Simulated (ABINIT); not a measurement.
Si2W: band structure with LDA

The system is Si2W.

```
W Si
1.0
    -1.60690    1.60690    3.91495
     1.60690   -1.60690    3.91495
     1.60690    1.60690   -3.91495
W Si
1 2
Direct
  0.00000 0.00000 0.00000
  0.66530 0.66530 0.00000
  0.33470 0.33470 0.00000
```

- Program: ABINIT 10.8.3 (patched build)
- Task: band structure
- Functional: LDA
- Potentials or basis: HGH LDA
- Cutoff: 571 eV
- k mesh: 12 × 12 × 12
- Occupations: fermi-dirac, width 0.05 eV
- Spin: no spin polarisation

| Quantity | Value |
| --- | --- |
| Pressure | -7.9 GPa |
| Largest force | 0.097 eV/Å |
| Band gap on the k mesh | none (metal or under the smearing width) |
| Valence electrons inside the program's atomic spheres | W 2.66; Si 1.80 |

Forces on the atoms (eV/Å):
```
W    0.000  0.000  0.000
Si   0.000  0.000 -0.097
Si   0.000  0.000  0.097
```

Stress tensor (GPa, compression positive):
```
-7.41  0.00  0.00
 0.00 -7.41  0.00
 0.00  0.00 -8.84
```

Levels at the corners of the path, in eV from the Fermi level:
```tsv
point	band 5	band 6	band 7	band 8	band 9	band 10
Γ	-2.85	-2.85	0.52	2.72	3.19	3.19
X	-4.99	-3.25	-1.81	2.88	3.08	3.13
Y	-4.06	-3.12	-2.36	2.02	2.25	3.04
S	-2.73	-2.49	-0.38	1.91	2.66	3.60
Γ	-2.85	-2.85	0.52	2.72	3.19	3.19
Z	-0.78	-0.78	-0.57	-0.57	0.69	4.71
S1	-2.73	-2.49	-0.38	1.91	2.66	3.60
N	-2.83	-2.74	-0.49	2.77	2.91	4.11
P	-3.04	-2.47	-2.47	0.13	3.08	3.59
Y1	-4.06	-3.12	-2.36	2.02	2.25	3.04
Z	-0.78	-0.78	-0.57	-0.57	0.69	4.71
```

Run time: 2.6 min on 1 thread of Intel(R) Xeon(R) 6975P-C (Granite Rapids), on a shared host, peak memory 0.14 GiB.

Caveat: spin-orbit coupling is left out, which moves the levels of the heavy elements; HGH potentials are hard and often keep d shells in the core, so these values are rough.
